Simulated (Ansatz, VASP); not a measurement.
Al: VASP beside Ansatz

```xyz
1
Lattice="0.0000 2.0200 2.0200 2.0200 0.0000 2.0200 2.0200 2.0200 0.0000" Properties=species:S:1:pos:R:3 pbc="T T T"
Al    0.0000    0.0000    0.0000
```

Alike in both runs: task single point; functional PBE; k mesh 4 × 4 × 4; occupations fermi-dirac, width 0.1 eV; no spin polarisation.

|  | VASP | Ansatz |
| --- | --- | --- |
| version | VASP 6.6.1 | Ansatz 0.2.0 |
| potentials or method | VASP PAW PBE potentials, release 64 (Al) | plane waves (420 eV) with PAW, scalar-relativistic |
| plane-wave cutoff (eV) | 520 | 420 |
| valence electrons in the cell | 3 | 3 |

```tsv
	VASP	Ansatz	Ansatz less VASP
pressure (GPa)	1.0	1.0	+0.03
```

Caveats: the k mesh is coarse (spacing up to 0.67 Å⁻¹), so the values aren't converged.
